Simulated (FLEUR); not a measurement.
Crystal: CoO.

```
Co O
1.0
     1.60222    0.92504    2.56647
    -1.60222    0.92504    2.56647
     0.00000   -1.85008    2.56647
Co O
1 1
Direct
  0.99898 0.99898 0.99898
  0.75102 0.75102 0.75102
```

Measurements of this composition are mostly on another form, of space group No. 225.

Base run:

| Quantity | Value |
| --- | --- |
| Program | FLEUR MaX-R8.1 (later development tree) |
| Functional | PBEsol |
| Potentials or basis | all-electron |
| Basis | FLAPW |
| Kmax | 5.24 1/bohr |
| k mesh | 8 × 8 × 8 |
| Occupations | fermi-dirac, width 0.05 eV |
| Spin | collinear spin, ferromagnetic start |
| Starting moments | [2.0, 0.0] μB |
| Hubbard terms | Co d U = 4 eV |

Its results: band gap on the k mesh 0.23 eV, direct; net moment 3.00 μB per cell; site moments Co +2.58; O +0.20 μB.

The run is repeated on the same cell with these changes: hubbard terms from Co d U = 4 eV to Co d U = 3 eV. What comes out?

Band gap on the k mesh 0.14 eV, direct; net moment 3.00 μB per cell; site moments Co +2.55; O +0.22 μB.

Caveats: a cell with one magnetic atom can't hold antiferromagnetic order, which such compounds often take.

A k mesh can miss the band edges.
